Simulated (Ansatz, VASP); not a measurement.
## CoSi in VASP and in Ansatz

INCAR

```
SYSTEM = CoSi
ALGO     = Normal         ! electronic algorithm
EDIFF    = 1E-6           ! SCF threshold, eV
ENCUT    = 520            ! plane-wave cutoff, eV
GGA      = PE             ! functional
ISIF     = 2              ! what is computed and relaxed
ISMEAR   = -1             ! smearing method
LASPH    = .True.         ! aspherical terms in the spheres
LCHARG   = .False.        ! write CHGCAR
LREAL    = .False.        ! projectors in reciprocal space
LWAVE    = .False.        ! write WAVECAR
NBANDS   = 36             ! bands
NELM     = 60             ! most SCF steps
PREC     = Accurate       ! precision mode
SIGMA    = 0.02           ! smearing width, eV
```

KPOINTS

```
k-points
0
Gamma
  6 6 6
  0 0 0
```

Contents of POSCAR:

```
CoSi
1.0
    4.3829984359      0.0000000000      0.0000000000
    0.0000000000      4.3829984359      0.0000000000
    0.0000000000      0.0000000000      4.3829984359
Co Si
4 4
Direct
    0.1456935094      0.1456935094      0.1456935094
    0.3543064906      0.8543064906      0.6456935094
    0.6456935094      0.3543064906      0.8543064906
    0.8543064906      0.6456935094      0.3543064906
    0.8436266998      0.8436266998      0.8436266998
    0.6563733002      0.1563733002      0.3436266998
    0.3436266998      0.6563733002      0.1563733002
    0.1563733002      0.3436266998      0.6563733002
```

Input for Ansatz:

```yaml
crystal:
  lattice:
    - [4.3829984359, 0.0, 0.0]
    - [0.0, 4.3829984359, 0.0]
    - [0.0, 0.0, 4.3829984359]
  atoms:
    - { symbol: Co, position: [0.1456935094, 0.1456935094, 0.1456935094] }
    - { symbol: Co, position: [0.3543064906, 0.8543064906, 0.6456935094] }
    - { symbol: Co, position: [0.6456935094, 0.3543064906, 0.8543064906] }
    - { symbol: Co, position: [0.8543064906, 0.6456935094, 0.3543064906] }
    - { symbol: Si, position: [0.8436266998, 0.8436266998, 0.8436266998] }
    - { symbol: Si, position: [0.6563733002, 0.1563733002, 0.3436266998] }
    - { symbol: Si, position: [0.3436266998, 0.6563733002, 0.1563733002] }
    - { symbol: Si, position: [0.1563733002, 0.3436266998, 0.6563733002] }
kpoints:
  mp_grid: { grid: [6, 6, 6] }
  band_path:
    path:
      - [[0.0, 0.0, 0.0], [1.495775771772e-51, 0.5, 7.323487077551e-35], [0.5, 0.5, 1.904106640163e-34], [0.0, 0.0, 0.0], [0.5, 0.5, 0.5], [1.495775771772e-51, 0.5, 7.323487077551e-35]]
      - [[0.5, 0.5, 0.5], [0.5, 0.5, 1.904106640163e-34], [0.5, 1.904106640163e-34, 1.171757932408e-34]]
    npoints: 10
hamiltonian:
  xc: pbe
scf:
  occupations: { method: fermi_dirac, width: 0.02 }
  n_extra_bands: 6
output:
  forces: true
  stress: true
  eigenvalues: true
```

Alike in both runs: task single point; functional PBE; k mesh 6 × 6 × 6; occupations fermi-dirac, width 0.02 eV; no spin polarisation.

|  | VASP | Ansatz |
| --- | --- | --- |
| version | VASP 6.6.1 | Ansatz 0.2.0 |
| potentials or method | VASP PAW PBE potentials, release 64 (Co, Si) | plane waves, PAW |
| plane-wave cutoff (eV) | 520 | 420 |
| valence electrons in the cell | 52 | 84 |

```csv
,VASP,Ansatz,Ansatz less VASP
pressure (GPa),7.6,7.7,+0.09
rms of the force components (eV/Å),0.013,0.012,-0.0009
```

Atom by atom the forces differ by 0.001 eV/Å (rms over components). With one functional, cell and mesh, what is left measures potentials, basis and numerics. The two sets of potentials don't hold the same shells in valence.

Spin polarisation is off, so any magnetic state and its effect on volume and gap are missing.
